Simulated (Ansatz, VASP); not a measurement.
# Two plane-wave programs on Bi

The input INCAR:

```
PREC     = Accurate       # precision mode
ENCUT    = 520            # plane-wave cutoff, eV
EDIFF    = 1E-7           # SCF threshold, eV
ISMEAR   = -1             # smearing method
SIGMA    = 0.05           # smearing width, eV
LREAL    = False          # projectors in reciprocal space
LASPH    = True           # aspherical terms in the spheres
NELM     = 60             # most SCF steps
ALGO     = Normal         # electronic algorithm
ISIF     = 2              # what is computed and relaxed
LWAVE    = False          # write WAVECAR
LCHARG   = False          # write CHGCAR
GGA      = PS             # functional
NBANDS   = 22             # bands
```

KPOINTS

```
regular mesh
0
Gamma
  8 8 4
```

File POSCAR:

```
Bi
1.0
    3.2598230713      0.0000000000      0.0000000000
    0.0000000000      3.2429793280      0.0000000000
   -0.0809877086      0.0000000000      6.4865647921
Bi
2
Direct
    0.5442472500      0.0000000000      0.7495778900
    0.4557527500      0.0000000000      0.2504221100
```

The input input.yaml:

```yaml
crystal:
  lattice:
    - [3.2598230713, 0.0, 0.0]
    - [0.0, 3.242979328, 0.0]
    - [-0.0809877086, 0.0, 6.4865647921]
  atoms:
    - { symbol: Bi, position: [0.54424725, 0.0, 0.74957789] }
    - { symbol: Bi, position: [0.45575275, 0.0, 0.25042211] }
hamiltonian:
  xc: pbesol
  pseudopotentials: { kind: paw }
kpoints:
  mp_grid: { grid: [8, 8, 4] }
scf:
  occupations: { method: fermi_dirac, width: 0.05 }
output:
  forces: true
  stress: true
  eigenvalues: true
```

Change from the starting cell: volume scaled by 1.02.

Alike in both runs: task single point; functional PBEsol; k mesh 8 × 8 × 4; occupations fermi-dirac, width 0.05 eV; no spin polarisation.

```csv
,VASP,Ansatz
version,VASP 6.6.1,Ansatz 0.2.0
potentials or method,"VASP PAW PBE potentials, release 64 (Bi_d)",Ansatz PAW
plane-wave cutoff (eV),520,420
valence electrons in the cell,30,30
```

Ansatz gave:

| Item | Value |
| --- | --- |
| gap on the k mesh at the Fermi level (eV) | none |
| pressure (GPa) | -1.4 |
| largest component of the traceless stress (GPa) | 0.55 |
| rms of the force components (eV/Å) | 0.009 |

Task: Estimate VASP's values.

Result: gap on the k mesh at the Fermi level (eV): none; pressure (GPa): -1.5; largest component of the traceless stress (GPa): 0.54; rms of the force components (eV/Å): 0.008.

Atom by atom the forces differ by 0.000 eV/Å (rms over components). A gap of «none» marks a metal or a gap that the smearing closes. With one functional, cell and mesh, what is left measures potentials, basis and numerics.

Caveats: spin-orbit coupling is left out, which moves the levels of the heavy elements; the PAW data sets were made with another functional, which shifts forces and pressure a little (VASP); the PAW data sets come from PBE, with cores solved anew for the run's functional, which leaves a small shift of forces and pressure (Ansatz).
